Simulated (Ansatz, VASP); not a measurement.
## Two plane-wave programs on Ti

```xyz
1
Lattice="2.6451 0.0000 0.0000 0.0000 2.6451 0.0000 0.0000 0.0000 2.6451" Properties=species:S:1:pos:R:3 pbc="T T T"
Ti    0.0000    0.0000    0.0000
```

Alike in both runs: functional PBE; k mesh 12 × 12 × 12; occupations fermi-dirac, width 0.05 eV; collinear spin.

Ansatz relaxed the structure, and its values are those at the end. VASP's run is a single point on that final structure, the one shown.

```csv
,VASP,Ansatz
version,VASP 6.6.1,Ansatz 0.2.0
potentials or method,"VASP PAW PBE potentials, release 64 (Ti_sv)","plane waves (420 eV) with PAW, scalar-relativistic"
plane-wave cutoff (eV),520,420
valence electrons in the cell,12,12
```

```csv
,VASP,Ansatz,Ansatz less VASP
pressure (GPa),-0.1,0.0,+0.12
net moment per atom (μB),0.38,0.39,+0.007
size of the moment on the site where the two differ most (μB),0.29,0.29,-0.008
```

Site moments also hang on the region over which each program counts them.
